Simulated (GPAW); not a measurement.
Input of a GPAW 26.7.0 run:

The input run.py:

```python
import numpy as np
from ase.dft.bandgap import bandgap
from ase.io import read, write
from gpaw import GPAW, PW, setup_paths
from gpaw.response.df import DielectricFunction

setup_paths.insert(0, '.')

atoms = read('ZnS.cif')

calc = GPAW(mode=PW(800),
            xc='PBE',
            kpts={'size': (4, 4, 2), 'gamma': True},
            occupations={'name': 'fermi-dirac', 'width': 0.001},
            setups='sg15',
            nbands=-21,
            convergence={'density': 1e-06},
            maxiter=150,
            txt='gpaw.txt')
atoms.calc = calc
energy = atoms.get_potential_energy()
calc.write('gs.gpw')
write('result.traj', atoms)
print(f'Energy: {energy:.6f} eV')
print('Fermi level:', round(calc.get_fermi_level(), 4), 'eV')
print(f'Gap: {bandgap(calc)[0]:.4f} eV, direct: {bandgap(calc, direct=True)[0]:.4f} eV')

dense = calc.fixed_density(kpts={'size': (4, 4, 4), 'gamma': True},
                           nbands=138, convergence={'bands': 132},
                           update_fermi_level=True, txt='dense.txt')
dense.write('dense.gpw', mode='all')

df = DielectricFunction('dense.gpw', frequencies=np.array([0.0]), hilbert=False, eta=0.001,
                        ecut=50, nbands=132, txt='df.txt')
for q_c in [[0.0, 0.0, 0.25], [0.0, 0.0, 0.5], [0.0, 0.0, 0.75], [0.25, 0.0, 0.0], [0.5, 0.0, 0.0], [0.75, 0.0, 0.0]]:
    e0, e = df.get_dielectric_function(xc='RPA', q_c=q_c, filename=None)
    q = np.linalg.norm(2 * np.pi * np.array(q_c) @ atoms.cell.reciprocal())
    print(q_c, f'|q| = {q:.4f} 1/A: eps {e0[0].real:.4f} without, {e[0].real:.4f} with local fields')
```

The input ZnS.cif:

```cif
data_ZnS
_cell_length_a 3.82270000
_cell_length_b 3.82270000
_cell_length_c 12.52000000
_cell_angle_alpha 90.00000000
_cell_angle_beta 90.00000000
_cell_angle_gamma 120.00000000
_space_group_name_H-M_alt 'P6_3mc'
_space_group_name_Hall 'P 6c -2c'
_space_group_IT_number 186
loop_
_space_group_symop_operation_xyz
'x,y,z'
'x-y,x,z+1/2'
'-y,x-y,z'
'-x,-y,z+1/2'
'-x+y,-x,z'
'y,-x+y,z+1/2'
'y,x,z+1/2'
'x,x-y,z'
'x-y,-y,z+1/2'
'-y,-x,z'
'-x,-x+y,z+1/2'
'-x+y,y,z'
loop_
_atom_site_label
_atom_site_type_symbol
_atom_site_symmetry_multiplicity
_atom_site_Wyckoff_symbol
_atom_site_fract_x
_atom_site_fract_y
_atom_site_fract_z
_atom_site_occupancy
Zn1 Zn 2 b 0.6666666667 0.3333333333 0.7500000000 1
Zn2 Zn 2 a 0.0000000000 0.0000000000 0.5000000000 1
S1 S 2 b 0.6666666667 0.3333333333 0.9375000000 1
S2 S 2 a 0.0000000000 0.0000000000 0.6875000000 1
```

Potentials or basis: SG15 ONCV 1.2, pw.

Run with:

```bash
$ OMP_NUM_THREADS=1 python run.py
```

**Question.** Estimate the band gap on the k mesh.

**Answer.** 2.12 eV, direct.

Caveat: the k mesh is coarse (spacing up to 0.47 Å⁻¹), so the values aren't converged; response on these states lacks terms of the Hamiltonian. As with any semilocal functional, this PBE gap is likely too small.
